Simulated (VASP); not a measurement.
A run of VASP 6.6.1 is set up as follows.

POSCAR

```
PbSe
1.0
    0.0000000000      3.1891002806      3.0484450306
    3.1891002806      0.0000000000      3.0484450306
    3.1891002806      3.1891002806      0.0000000000
Pb Se
1 1
Direct
    0.0000000000      0.0000000000      0.0000000000
    0.5000000000      0.5000000000      0.5000000000
```

File INCAR.step1:

```
  ALGO = Normal
  EDIFF = 1E-4
  ENCUT = 520
  GGA = PE
  ISMEAR = 0
  LASPH = T
  LCHARG = F
  LREAL = F
  LWAVE = T
  NBANDS = 17
  NELM = 100
  PREC = Accurate
  SIGMA = 0.01
```

INCAR.step2

```
  ALGO = Normal
  EDIFF = 1E-6
  ENCUT = 520
  ISIF = 2
  ISMEAR = 0
  ISTART = 1
  LASPH = T
  LCHARG = T
  LELF = T
  LMIXTAU = T
  LREAL = F
  LVHAR = T
  LWAVE = F
  METAGGA = R2SCAN
  NBANDS = 17
  NELM = 100
  PREC = Accurate
  SIGMA = 0.01
```

File KPOINTS:

```
k-points
0
Gamma
  8 8 8
```

Potentials or basis: VASP PAW PBE potentials, release 64 (Pb_d, Se).

Command:

```console
$ cat potpaw_PBE.64/Pb_d/POTCAR potpaw_PBE.64/Se/POTCAR > POTCAR
$ cp INCAR.step1 INCAR
$ mpirun -np 1 vasp_std > vasp.out
$ cp INCAR.step2 INCAR
$ mpirun -np 1 vasp_std > vasp.out
```

**Question.** What does it give for the band gap on the k mesh?

**Answer.** 0.76 eV, direct.

**Question.** Predict the pressure.

**Answer.** -2.1 GPa.

Stress tensor (GPa, compression positive):
```
-3.55  0.00  0.00
 0.00 -3.55  0.00
 0.00  0.00  0.87
```

Caveat: the PAW data sets were made with another functional, which shifts forces and pressure a little; spin-orbit coupling is left out, which as a rule narrows the gap of such compounds by several tenths of an eV. A k mesh can miss the band edges.
